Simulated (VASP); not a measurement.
InPd:

```
CELL_PARAMETERS angstrom
3.27188 0.00000 0.00000
0.00000 3.27188 0.00000
0.00000 0.00000 3.27188
ATOMIC_POSITIONS crystal
In 0.00000 0.00000 0.00000
Pd 0.50000 0.50000 0.50000
```

The cell comes from a database or a generator and needn't be the stable form of this composition.

Base run:

* Program: VASP 6.6.1
* Functional: rSCAN
* Potentials or basis: VASP PAW PBE potentials, release 64 (In_d, Pd)
* Cutoff: 520 eV
* k mesh: 8 × 8 × 8
* Occupations: fermi-dirac, width 0.05 eV
* Spin: no spin polarisation

Its results: pressure -0.3 GPa.

After a change of settings the same cell gave: pressure -1.9 GPa. Which change was it?
A. functional from rSCAN to PW91; further incar settings from ALGO = Normal; EDIFF = 1e-07; NBANDS = 18 to ALGO = Fast; EDIFF = 1e-07; NBANDS = 18
B. functional from rSCAN to RPBE; further incar settings from ALGO = Normal; EDIFF = 1e-07; NBANDS = 18 to ALGO = Normal; EDIFF = 1e-07
C. functional from rSCAN to SCAN
D. functional from rSCAN to revPBE; further incar settings from ALGO = Normal; EDIFF = 1e-07; NBANDS = 18 to ALGO = Normal; EDIFF = 1e-06

C.

Caveats: the PAW data sets were made with another functional, which shifts forces and pressure a little.

Runs at the PBE level aren't shown here.
